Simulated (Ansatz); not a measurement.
## How the conductance of Mg/AlN/Zr changes with thickness

Wanted: T(E), the conductance and its decay constant for Mg/AlN/Zr. The lower electrode is Mg hcp(0001), the upper one Zr hcp(0001); the barrier is AlN zinc blende(111) (whole bilayers). In the first transport cell, after relaxation, the nearest pair of electrode and barrier is Mg–N at 2.05 Å, along the normal, at the lower face and Zr–Al at 3.29 Å, at a slant, at the upper one. All share a net of side 3.19 Å, which strains the lower electrode by +0.0 %, the upper one by -1.2 % and the barrier by +2.5 %, against typed lattice constants near PBE's. The first steps treat the bulk electrodes alone.

Main program and level: Ansatz 0.2.0; PBE DFT, plane waves, PAW files, in the first sound run; inputs show where later runs differ.

## Step 1: Set-up

Symmetry: P6_3/mmc, No. 194, hexagonal system. The conventional cell has a = 3.190 Å, b = 3.190 Å, c = 5.190 Å, α = 90.00°, β = 90.00°, γ = 120.00°. Nearest to Mg lie 12 Mg at 3.18 to 3.19 Å.

As a file:

```cif
data_structure
_symmetry_space_group_name_H-M 'P6_3/mmc'
_symmetry_Int_Tables_number 194
_cell_length_a 3.1900
_cell_length_b 3.1900
_cell_length_c 5.1900
_cell_angle_alpha 90.000
_cell_angle_beta 90.000
_cell_angle_gamma 120.000
_cell_volume 45.74
loop_
_atom_site_label
_atom_site_type_symbol
_atom_site_symmetry_multiplicity
_atom_site_Wyckoff_symbol
_atom_site_fract_x
_atom_site_fract_y
_atom_site_fract_z
_atom_site_occupancy
Mg1 Mg 2 d 0.33333 0.66667 0.75000 1
```

## Step 2: The strained electrode, electrode Mg hcp(0001)

The electrode is held to the junction's net and relaxed along the normal; its spacing is used for the ideal lead layers.

Contents of input.yaml:

```yaml
crystal:
  lattice:
    - [3.19, 0.0, 0.0]
    - [-1.595, 2.7626210381, 0.0]
    - [0.0, 0.0, 5.19]
  atoms:
    - { symbol: Mg, position: [0.0, 0.0, 0.0] }
    - { symbol: Mg, position: [0.3333333333, 0.6666666667, 0.5] }
kpoints:
  mp_grid: { grid: [12, 12, 6] }
scf:
  occupations: { method: fermi_dirac, width: 0.1 }
  max_iter: 150
hamiltonian:
  xc: pbe
relax:
  f_tol: 0.01
  max_steps: 40
  cell: { fix: [a, b, angles] }
```

Run with:

```bash
> ansatz run input.yaml --threads 4 --pin off --max-ram 12288MiB --backend cpu --events-out ev --progress --plain --runs-dir out
```

Numbers of over 12 decimals in the logs are rounded to 6 here.

The program printed:

```text
Engine: ansatz 0.2.0, aarch64-unknown-linux-gnu
Pseudopotentials: kind: paw
Pseudopotential: Mg, paw, valence charge 10, recommended cutoff 420 eV (normal), Mg.paw.azcp
Functional definition: PBE
  parameter kappa = 0.804
  parameter beta = 0.066725
  exchange = pbe_x(kappa = kappa, mu = beta*pi^2/3)
  correlation = pbe_c(beta = beta)
Crystal: 2 atoms, lattice volume = 45.738 Å³
Basis set: ecut = 420 eV, 917 PW (Γ), exchange–correlation on 48×48×72 points (8 copies of the dense FFT grid, shifted against one another)
Bands: 14, of which v1, the nominal top of the filled ones, is band 10 counted from 1 (9 counted from 0)
Symmetry: 24 space group operations
Space group: P63/mmc (ITA 194), of the structure as read, at distance tolerance 3.6e-5 Å
k-points: 76 of 864
Non-local potential: Mg, projectors of the file, l = 0: 3, l = 1: 2, l = 2: 1
PAW form: soft (Blöchl's): semilocal exchange-correlation on the pseudo side does not see the compensation charge
PAW one-centre angular grid: Mg, 110 points (default); XC on 64 Gauss nodes
Initial density: superposition of atomic densities (neutral atoms: chi_scale 0, normalization atom), corrected by the library's trained network
Initial wavefunctions: pseudopotential atomic-orbital guess
Functional: x = pbe(κ = 0.804, μ = 0.219515), c = pbe(β = 0.066725)
SCF iter   1: F=—  HF=-3847.622275 eV  |F-HF|=—  |Δ(HF+E_count)|=         —  Δρ=8.55e-4  dr2=3.88e-4  ethr=1.77e-3  ⟨swp⟩=5.0  Hψ=5339  notcnv=0
preconditioner: auto → none  [metal: Δε(μ)=0.241 eV  Ē_g=6.924 eV  σ=0.100 eV  W_gap=0.45  n_scr=8 (ndim 8)  ℏωp=11.0 eV  f_vac=0.000  D(μ)=0.83/eV (n_scr^D=2)  sad-step TF]
SCF iter   2: F=—  HF=-3847.621894 eV  |F-HF|=—  |Δ(HF+E_count)|=   3.81e-4  Δρ=5.59e-4  dr2=1.67e-4  ethr=1.94e-6  ⟨swp⟩=2.1  Hψ=2242  notcnv=0
SCF iter   3: F=—  HF=-3847.621909 eV  |F-HF|=—  |Δ(HF+E_count)|=   1.49e-5  Δρ=2.51e-4  dr2=1.46e-5  ethr=8.37e-7  ⟨swp⟩=2.0  Hψ=1833  notcnv=0
SCF iter   4: F=—  HF=-3847.621915 eV  |F-HF|=—  |Δ(HF+E_count)|=   6.26e-6  Δρ=9.67e-5  dr2=2.01e-6  ethr=7.31e-8  ⟨swp⟩=2.1  Hψ=1721  notcnv=0
iter 5 did not close the SCF: its close was put off for the readings that it lacked (scf_convergence_deferred on its scf_iter line)
SCF iter   5: F=-3847.621914 eV  HF=-3847.621914 eV  |F-HF|=4.10e-9  |Δ(HF+E_count)|=   1.80e-6  Δρ=6.18e-6  dr2=6.70e-9  ethr=1.01e-8  ⟨swp⟩=2.0  Hψ=1719  notcnv=0
SCF iter   6: F=-3847.621914 eV  HF=-3847.621914 eV  |F-HF|=3.53e-9  |Δ(HF+E_count)|=   8.26e-9  Δρ=3.66e-6  dr2=2.66e-9  ethr=3.35e-11  ⟨swp⟩=1.9  Hψ=3378  notcnv=0
SCF 1 converged in 6 iterations: F = -3847.621914 eV  dr2 = 2.66e-9
  greatest PAW one-centre occupation: 1.000 electrons in one spin orbital (limit 2), on the Mg atom at site 1 (counted from 0), in its partial waves of l = 0
relax step   1: F+E_penalty+E_count = -3847.62191366 eV  Δ(F+E_penalty+E_count) = +0.000e0 eV  max|allowed force component| = 4.163e-17 eV/Å  Δτ_max = 0.0000 Å  P = +0.157 GPa  Ω = 45.738 Å³  fix = [a, b, alpha, beta, gamma]  reactions: a +0.393, b +0.393 GPa  (6 SCF iters, dr2 threshold 1.00e-7 eV, accepted)
Crystal: 2 atoms, lattice volume = 45.603 Å³
Initial density: handed on by an earlier stage of this run
Initial wavefunctions: those handed on with the density
iter 1 solved again at ethr=5.96e-9 eV; its pass at ethr=3.10e-3 eV (dr2=1.19e-6 eV) is discarded
SCF iter   1: F=—  HF=-3847.622071 eV  |F-HF|=—  |Δ(HF+E_count)|=         —  Δρ=4.46e-5  dr2=1.19e-6  ethr=5.96e-9  ⟨swp⟩=3.0  Hψ=8007  notcnv=0
preconditioner: auto → none  [metal: Δε(μ)=0.247 eV  Ē_g=6.935 eV  σ=0.100 eV  W_gap=0.46  n_scr=8 (ndim 8)  ℏωp=11.0 eV  f_vac=0.000  D(μ)=0.82/eV (n_scr^D=2)]
SCF iter   2: F=—  HF=-3847.622083 eV  |F-HF|=—  |Δ(HF+E_count)|=   1.21e-5  Δρ=2.05e-5  dr2=2.44e-7  ethr=5.94e-9  ⟨swp⟩=1.1  Hψ=1068  notcnv=0
SCF iter   3: F=-3847.622083 eV  HF=-3847.622083 eV  |F-HF|=9.09e-12  |Δ(HF+E_count)|=   2.27e-7  Δρ=1.05e-6  dr2=5.07e-10  ethr=1.00e-9  ⟨swp⟩=4.0  Hψ=3079  notcnv=0
SCF 2 converged in 3 iterations: F = -3847.622083 eV  dr2 = 5.07e-10
relax step   2: F+E_penalty+E_count = -3847.62208321 eV  Δ(F+E_penalty+E_count) = -1.696e-4 eV  max|allowed force component| = 7.401e-17 eV/Å  Δτ_max = 0.0000 Å  P = +0.265 GPa  Ω = 45.603 Å³  energy of the carried Pulay correction = +2.702e-6 eV  fix = [a, b, alpha, beta, gamma]  reactions: a +0.437, b +0.437 GPa  (3 SCF iters, dr2 threshold 2.00e-7 eV, accepted)
Crystal: 2 atoms, lattice volume = 45.558 Å³
iter 1 solved again at ethr=6.69e-10 eV; its pass at ethr=3.10e-3 eV (dr2=1.34e-7 eV) is discarded
SCF iter   1: F=—  HF=-3847.622084 eV  |F-HF|=—  |Δ(HF+E_count)|=         —  Δρ=1.48e-5  dr2=1.28e-7  ethr=6.69e-10  ⟨swp⟩=3.1  Hψ=8040  notcnv=0
preconditioner: auto → none  [metal: Δε(μ)=0.248 eV  Ē_g=6.938 eV  σ=0.100 eV  W_gap=0.47  n_scr=8 (ndim 8)  ℏωp=11.0 eV  f_vac=0.000  D(μ)=0.82/eV (n_scr^D=2)]
SCF iter   2: F=—  HF=-3847.622095 eV  |F-HF|=—  |Δ(HF+E_count)|=   1.12e-5  Δρ=6.93e-6  dr2=2.79e-8  ethr=6.41e-10  ⟨swp⟩=2.4  Hψ=1726  notcnv=0
SCF iter   3: F=-3847.622095 eV  HF=-3847.622095 eV  |F-HF|=7.73e-12  |Δ(HF+E_count)|=   2.64e-8  Δρ=6.37e-7  dr2=1.63e-10  ethr=7.70e-11  ⟨swp⟩=4.0  Hψ=3092  notcnv=0
SCF 3 converged in 3 iterations: F = -3847.622095 eV  dr2 = 1.63e-10
relax step   3: F+E_penalty+E_count = -3847.62209503 eV  Δ(F+E_penalty+E_count) = -1.182e-5 eV  max|allowed force component| = 3.701e-17 eV/Å  Δτ_max = 0.0000 Å  P = +0.302 GPa  Ω = 45.558 Å³  energy of the carried Pulay correction = +3.596e-6 eV  fix = [a, b, alpha, beta, gamma]  reactions: a +0.452, b +0.452 GPa  (3 SCF iters, dr2 threshold 1.54e-8 eV, accepted)
Initial wavefunctions: pseudopotential atomic-orbital guess (no wavefunctions were taken with the density)
iter 1 solved again at ethr=2.49e-8 eV; its pass at ethr=3.10e-3 eV (dr2=4.97e-6 eV) is discarded
SCF iter   1: F=—  HF=-3847.622081 eV  |F-HF|=—  |Δ(HF+E_count)|=         —  Δρ=1.51e-6  dr2=6.79e-10  ethr=2.49e-8  ⟨swp⟩=3.6  Hψ=8493  notcnv=0
SCF iter   2: F=—  HF=-3847.622091 eV  |F-HF|=—  |Δ(HF+E_count)|=   1.05e-5  Δρ=8.03e-7  dr2=5.11e-11  ethr=3.39e-12  ⟨swp⟩=3.0  Hψ=2216  notcnv=0
SCF iter   3: F=-3847.622091 eV  HF=-3847.622091 eV  |F-HF|=3.27e-11  |Δ(HF+E_count)|=  5.23e-11  Δρ=4.24e-7  dr2=1.35e-11  ethr=1.00e-12  ⟨swp⟩=5.0  Hψ=3871  notcnv=0
SCF 4 converged in 3 iterations: F = -3847.622091 eV  dr2 = 1.35e-11
relax step   4: F+E_penalty+E_count = -3847.62209136 eV  Δ(F+E_penalty+E_count) = +3.668e-6 eV  max|allowed force component| = 3.932e-17 eV/Å  Δτ_max = 0.0000 Å  P = +0.302 GPa  Ω = 45.558 Å³  fix = [a, b, alpha, beta, gamma]  reactions: a +0.452, b +0.452 GPa  stress off target by 3.12e-4 GPa on what of the cell is left free  SCF on the basis re-selected at this cell (its energy is not comparable with the rows above)  (3 SCF iters)
basis re-selected at this cell: Δ(F+E_penalty+E_count) = +3.668e-6 eV, ΔP = +0.000 GPa vs the last step (what re-selecting the basis moved, of the pressure what is left beyond the Pulay correction that the steps carried, after the strain that the cell walked since its last selection, with what the two solves' SCF thresholds leave and, on support functions, any second-order correction that the steps lacked; it is no m [...]
SCF converged after 3 iterations
Free energy (F): -3847.622091 eV
Harris-Foulkes:  -3847.622091 eV  (|F-HF|=3.27e-11)
Internal energy: -3847.595508 eV  (E = F + TS)
E sigma→0 (E₀):  -3847.608800 eV
Entropy (-TS):   -0.026583 eV (-13.292 meV/atom)
Fermi energy:    5.688279 eV
--- Per-component energies (eV) ---
  E_band       = -713.488740
  E_kinetic    = 149.768020
  E_local      = -3234.718011  (includes V_loc(G=0)·N_el)
  E_nonlocal   = 191.377418
  E_hartree    = 1154.964548
  E_xc         = -56.886362
  E_vxc        = -73.387316  (∫ρ·V_xc dr)
  E_paw        = -585.007494  (= ΣΔE_a)
  E_vpaw       = -56.457896  (= ΣTr[D̂ρ^β])
  E_aug_tail   = -0.000006  (compensation charges beyond the density's cutoff)
  E_ewald      = -1467.093621
  E_smearing   = -0.026583  (= −TS)
  E_closure    = 0.000000  (closes the sum)
  Σ components = -3847.622091   (vs F -3847.622091, Δ=0.00e0)
--- Forces (eV/Å), atoms counted from 1 ---
  atom   1  Mg     0.00000000     0.00000000     0.00000000
  atom   2  Mg     0.00000000    -0.00000000     0.00000000
  max |Σ_I F_I| component: 4.63e-18 eV/Å
--- Stress (GPa, compression-positive) ---
        0.452490       0.000000       0.000000
        0.000000       0.452490       0.000000
        0.000000       0.000000       0.000312
  P = ⅓ Tr σ = 0.3018 GPa (3.018 kbar)
--- Relaxed structure (3 steps of the walk, 3 accepted, 1 SCFs on fresh bases) ---
  F+E_penalty+E_count = -3847.62209136 eV   max|allowed force component| = 3.932e-17 eV/Å   (the final SCF, on the basis selected at the relaxed cell)
  cell:  # Å, volume = 45.5579 Å³
    - [3.190000, 0, 0.0]
    - [-1.595000, 2.762621, 0.0]
    - [0.0, 0.0, 5.169541]
  atoms:
    - { symbol: Mg, position: [9.251858539620023e-18, -5.08852219630634e-17, 0.0] }
    - { symbol: Mg, position: [0.333333, 0.666667, 0.5] }
```

Wall time 2.5 s (4 threads of Arm Neoverse V1, shared host); peak memory 0.33 GiB; 7.7 s of CPU time.

The steps of the relaxation:

```csv
step,energy less that of the first step (eV),largest force component (eV/Å),pressure (GPa),volume (Å³)
1,0.0000,0.0000,0.16,45.74
2,-0.0002,0.0000,0.27,45.60
3,-0.0002,0.0000,0.30,45.56
4*,-0.0002,0.0000,0.30,45.56
```

Relaxation steps marked * repeat the geometry before them on a plane-wave basis chosen anew for their cell, so energy and pressure can jump there.

Forces are held to the 24 operations that the run works with; a distortion that breaks them can't arise in this run.

```csv
"conventional cell, symmetrised",before,after,change
a (Å),3.190,3.190,+0.0 %
b (Å),3.190,3.190,+0.0 %
c (Å),5.190,5.170,-0.4 %
volume (Å³/atom),22.87,22.78,-0.4 %
```

Final coordinates:

```xyz
2
Lattice="3.1900 0.0000 0.0000 -1.5950 2.7626 0.0000 0.0000 0.0000 5.1695" Properties=species:S:1:pos:R:3 pbc="T T T"
Mg    0.0000    0.0000    0.0000
Mg    0.0000    1.8417    2.5848
```

This step gave:

* free energy: -3847.6221 eV
* Fermi energy: 5.688 eV
* pressure: 0.3018 GPa

## Step 3: Layer spacing of the electrode, electrode Zr hcp(0001)

System of this step: Zr. Symmetry: P6_3/mmc, No. 194, hexagonal system. The conventional cell has a = 3.190 Å, b = 3.190 Å, c = 5.215 Å, α = 90.00°, β = 90.00°, γ = 120.00°. Zr has 12 Zr at 3.19 Å nearest.

The electrode is held to the junction's net and relaxed along the normal; its spacing is used for the ideal lead layers.

input.yaml, the sections that differ from step 2:

```yaml
crystal:
  lattice:
    - [3.19, 0.0, 0.0]
    - [-1.595, 2.7626210381, 0.0]
    - [0.0, 0.0, 5.2148173375]
  atoms:
    - { symbol: Zr, position: [0.0, 0.0, 0.0] }
    - { symbol: Zr, position: [0.3333333333, 0.6666666667, 0.5] }
# kpoints, scf, hamiltonian, relax: as in step 2
```

The program printed:

```text
[...]
Crystal: 2 atoms, lattice volume = 45.957 Å³
Basis set: ecut = 420 eV, 917 PW (Γ), exchange–correlation on 48×48×72 points (8 copies of the dense FFT grid, shifted against one another)
Bands: 16, of which v1, the nominal top of the filled ones, is band 12 counted from 1 (11 counted from 0)
Symmetry: 24 space group operations
[...]
k-points: 76 of 864
[...]
SCF iter   1: F=—  HF=-8367.697155 eV  |F-HF|=—  |Δ(HF+E_count)|=         —  Δρ=2.62e-3  dr2=1.06e-3  ethr=1.77e-3  ⟨swp⟩=4.8  Hψ=5152  notcnv=0
[...]
SCF iter   6: F=-8367.696867 eV  HF=-8367.696867 eV  |F-HF|=1.15e-9  |Δ(HF+E_count)|=   3.91e-9  Δρ=3.76e-6  dr2=3.79e-9  ethr=3.03e-10  ⟨swp⟩=2.0  Hψ=4586  notcnv=0
SCF 1 converged in 6 iterations: F = -8367.696867 eV  dr2 = 3.79e-9
[...]
relax step   1: F+E_penalty+E_count = -8367.69686661 eV  Δ(F+E_penalty+E_count) = +0.000e0 eV  max|allowed force component| = 9.714e-17 eV/Å  Δτ_max = 0.0000 Å  P = +1.691 GPa  Ω = 45.957 Å³  fix = [a, b, alpha, beta, gamma]  reactions: a +2.266, b +2.266 GPa  (6 SCF iters, dr2 threshold 1.00e-7 eV, accepted)
Crystal: 2 atoms, lattice volume = 46.191 Å³
[...]
SCF iter   6: F=-8367.697026 eV  HF=-8367.697026 eV  |F-HF|=3.64e-12  |Δ(HF+E_count)|=  3.46e-11  Δρ=9.86e-8  dr2=2.98e-12  ethr=1.00e-12  ⟨swp⟩=1.0  Hψ=2737  notcnv=0
SCF 2 converged in 6 iterations: F = -8367.697026 eV  dr2 = 2.98e-12
relax step   2: F+E_penalty+E_count = -8367.69702576 eV  Δ(F+E_penalty+E_count) = -1.591e-4 eV  max|allowed force component| = 5.089e-17 eV/Å  Δτ_max = 0.0000 Å  P = +1.174 GPa  Ω = 46.191 Å³  energy of the carried Pulay correction = -2.772e-5 eV  fix = [a, b, alpha, beta, gamma]  reactions: a +1.900, b +1.900 GPa  (6 SCF iters, dr2 threshold 2.00e-7 eV, accepted)
Crystal: 2 atoms, lattice volume = 46.111 Å³
[...]
SCF iter   3: F=-8367.697106 eV  HF=-8367.697106 eV  |F-HF|=1.02e-9  |Δ(HF+E_count)|=   2.33e-7  Δρ=5.37e-6  dr2=1.11e-8  ethr=8.16e-10  ⟨swp⟩=3.0  Hψ=4307  notcnv=0
SCF 3 converged in 3 iterations: F = -8367.697106 eV  dr2 = 1.11e-8
relax step   3: F+E_penalty+E_count = -8367.69710579 eV  Δ(F+E_penalty+E_count) = -8.003e-5 eV  max|allowed force component| = 7.401e-17 eV/Å  Δτ_max = 0.0000 Å  P = +1.348 GPa  Ω = 46.111 Å³  energy of the carried Pulay correction = -1.828e-5 eV  fix = [a, b, alpha, beta, gamma]  reactions: a +2.024, b +2.024 GPa  (3 SCF iters, dr2 threshold 1.96e-7 eV, accepted)
[...]
SCF iter   4: F=-8367.697124 eV  HF=-8367.697124 eV  |F-HF|=1.82e-12  |Δ(HF+E_count)|=  4.37e-11  Δρ=1.56e-7  dr2=3.18e-12  ethr=1.00e-12  ⟨swp⟩=5.0  Hψ=5320  notcnv=0
SCF 4 converged in 4 iterations: F = -8367.697124 eV  dr2 = 3.18e-12
relax step   4: F+E_penalty+E_count = -8367.69712364 eV  Δ(F+E_penalty+E_count) = -1.785e-5 eV  max|allowed force component| = 5.551e-17 eV/Å  Δτ_max = 0.0000 Å  P = +1.349 GPa  Ω = 46.111 Å³  fix = [a, b, alpha, beta, gamma]  reactions: a +2.024, b +2.024 GPa  stress off target by 2.78e-3 GPa on what of the cell is left free  SCF on the basis re-selected at this cell (its energy is not comparable with the rows above)  (4 SCF iters)
basis re-selected at this cell: Δ(F+E_penalty+E_count) = -1.785e-5 eV, ΔP = +0.000 GPa vs the last step (what re-selecting the basis moved, of the pressure what is left beyond the Pulay correction that the steps carried, after the strain that the cell walked since its last selection, with what the two solves' SCF thresholds leave and, on support functions, any second-order correction that the steps lacked; it is no m [...]
SCF converged after 4 iterations
Free energy (F): -8367.697124 eV
[...]
Internal energy: -8367.622756 eV  (E = F + TS)
E sigma→0 (E₀):  -8367.659940 eV
Entropy (-TS):   -0.074368 eV (-37.184 meV/atom)
Fermi energy:    14.126201 eV
[...]
--- Stress (GPa, compression-positive) ---
        2.024417       0.000000       0.000000
        0.000000       2.024417       0.000000
        0.000000       0.000000      -0.002781
  P = ⅓ Tr σ = 1.3487 GPa (13.487 kbar)
--- Band table (eV; the first three rows and the last of 76) ---
  k-point 0: bands = [... 8 lower, 8.4989, 11.0947, 14.9333, 15.0781, 15.0781, 15.1423, 15.7130, 15.7130]
  k-point 1: bands = [... 8 lower, 8.7222, 11.0605, 14.7695, 14.7732, 15.0006, 15.0006, 15.5722, 15.5722]
  k-point 2: bands = [... 8 lower, 9.3365, 10.8109, 14.1842, 14.3964, 14.9373, 14.9373, 15.2791, 15.2791]
  k-point 75: bands = [... 8 lower, 12.7252, 12.7252, 12.9068, 12.9068, 14.1467, 14.1467, 16.1532, 16.1532]
--- Relaxed structure (3 steps of the walk, 3 accepted, 1 SCFs on fresh bases) ---
[...]
cell:  # Å, volume = 46.1110 Å³
    - [3.190000, 0, 0.0]
    - [-1.595000, 2.762621, 0.0]
    - [0.0, 0.0, 5.232299]
  atoms:
    - { symbol: Zr, position: [9.251858539620023e-18, -5.08852219630634e-17, 0.0] }
    - { symbol: Zr, position: [0.333333, 0.666667, 0.5] }
```

Run time: 3.8 s. Hardware: 4 threads; peak memory 0.38 GiB; 12 s of CPU time.

Step by step:

```csv
step,energy less that of the first step (eV),largest force component (eV/Å),pressure (GPa),volume (Å³)
1,0.0000,0.0000,1.69,45.96
2,-0.0002,0.0000,1.17,46.19
3,-0.0002,0.0000,1.35,46.11
4*,-0.0003,0.0000,1.35,46.11
```

Relaxation steps marked * repeat the geometry before them on a plane-wave basis chosen anew for their cell, so energy and pressure can jump there.

The run keeps the 24 symmetry operations that it works with, so distortions that break them were not tested.

```csv
"conventional cell, symmetrised",before,after,change
a (Å),3.190,3.190,+0.0 %
b (Å),3.190,3.190,+0.0 %
c (Å),5.215,5.232,+0.3 %
volume (Å³/atom),22.98,23.06,+0.3 %
```

Final coordinates:

```xyz
2
Lattice="3.1900 0.0000 0.0000 -1.5950 2.7626 0.0000 0.0000 0.0000 5.2323" Properties=species:S:1:pos:R:3 pbc="T T T"
Zr    0.0000    0.0000    0.0000
Zr    0.0000    1.8417    2.6161
```

Numbers from this step:

| Quantity | Value |
| --- | --- |
| free energy | -8367.6971 eV |
| Fermi energy | 14.13 eV |
| pressure | 1.349 GPa |

The cell grew by 0.3 % in volume.

(Continued in part 2 of 7.)

[Logs are printed without paths, hosts, clocks, repeated set-up lines and the standing remarks that a program may print on its own settings, such as how far it seeks lower states.]

[Hosts, paths, dates, database ids (printed as entryN), source tags and the programs' standing remarks are cut or masked in the printed files.]
